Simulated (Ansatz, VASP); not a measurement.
## SiC3 in VASP and in Ansatz

```xyz
4
Lattice="2.8026 0.0000 0.0000 0.0000 2.8026 0.0000 0.0000 0.0000 4.1123" Properties=species:S:1:pos:R:3 pbc="T T T"
Si    1.4013    1.4013    0.0000
C     0.0000    1.4013    1.1847
C     1.4013    0.0000    2.9276
C     0.0000    0.0000    2.0561
```

Alike in both runs: functional PBE; k mesh 10 × 10 × 8; occupations gaussian, width 0.02 eV; no spin polarisation.

Ansatz relaxed the structure, and its values are those at the end. VASP's run is a single point on that final structure, the one shown.

```csv
,VASP,Ansatz
version,VASP 6.6.1,Ansatz 0.2.0
potentials or method,"VASP PAW PBE potentials, release 64 (Si, C)","scalar-relativistic, plane waves, PAW"
plane-wave cutoff (eV),520,420
valence electrons in the cell,16,16
```

|  | VASP | Ansatz | Ansatz less VASP |
| --- | --- | --- | --- |
| gap on the k mesh at the Fermi level (eV) | 1.36 | 1.37 | +0.005 |
| least direct gap on the mesh (eV) | 1.79 | 1.80 | +0.005 |
| pressure (GPa) | 0.0 | 0.0 | -0.03 |
| rms of the force components (eV/Å) | 0.007 | 0.000 | -0.0068 |

A k mesh can miss the band edges. A hybrid or GW would open this gap; PBE tends to underestimate it.
